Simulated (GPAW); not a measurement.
A run of GPAW 26.7.0 is set up as follows.

Contents of run.py:

```python
from ase.filters import FrechetCellFilter
from ase.io import read, write
from ase.optimize import BFGS
from ase.units import GPa
from gpaw import GPAW, PW

atoms = read('POSCAR')

calc = GPAW(mode=PW(800),
            xc='PBE',
            kpts={'size': (7, 7, 3), 'gamma': True},
            occupations={'name': 'fermi-dirac', 'width': 0.05},
            nbands=24,
            convergence={'density': 1e-05, 'forces': 0.0001},
            maxiter=150,
            txt='gpaw.txt')
atoms.calc = calc
opt = BFGS(FrechetCellFilter(atoms, scalar_pressure=5 * GPa), trajectory='relax.traj', logfile='-')
done = opt.run(fmax=0.02, steps=60)
calc.write('gs.gpw')
write('result.traj', atoms)
print('Converged:', done)
print('Cell:', atoms.cell.cellpar().round(4))
print('Volume:', round(atoms.get_volume(), 4))
print(atoms.get_scaled_positions().round(5))
```

The input POSCAR:

```
Al2O3
1.0
    3.0174825440      0.0000000000      0.0000000000
   -1.5087412720      2.6132165386      0.0000000000
    0.0000000000      0.0000000000      7.5746360022
Al O
2 3
Direct
    0.0000000000      0.0000000000      0.7220490000
    0.0000000000      0.0000000000      0.2779510000
    0.0000000000      0.0000000000      0.5000000000
    0.6666666667      0.3333333333      0.8005460000
    0.3333333333      0.6666666667      0.1994540000
```

Potentials or basis: GPAW PAW data sets (gpaw-data 1.2.1), pw.

Command:

```bash
$ OMP_NUM_THREADS=1 python run.py
```

Problem. What does it give for the relaxed volume?

Solution. 11.20 Å³/atom.

Problem. Predict the relaxed cell.

Solution. a = 2.991 Å, b = 2.991 Å, c = 7.232 Å, α = 90.00°, β = 90.00°, γ = 120.00°.

Problem. What does it give for the band gap on the k mesh?

Solution. 2.42 eV, direct.

Final structure:
```
Al O
1.0
     2.99081    0.00000    0.00000
    -1.49541    2.59012    0.00000
     0.00000    0.00000    7.23220
Al O
2 3
Direct
  0.00000 0.00000 0.73216
  0.00000 0.00000 0.26784
  0.00000 0.00000 0.50000
  0.66667 0.33333 0.81524
  0.33333 0.66667 0.18476
```

Caveat: later steps reuse the first step's grids. As with any semilocal functional, this PBE gap is likely too small.
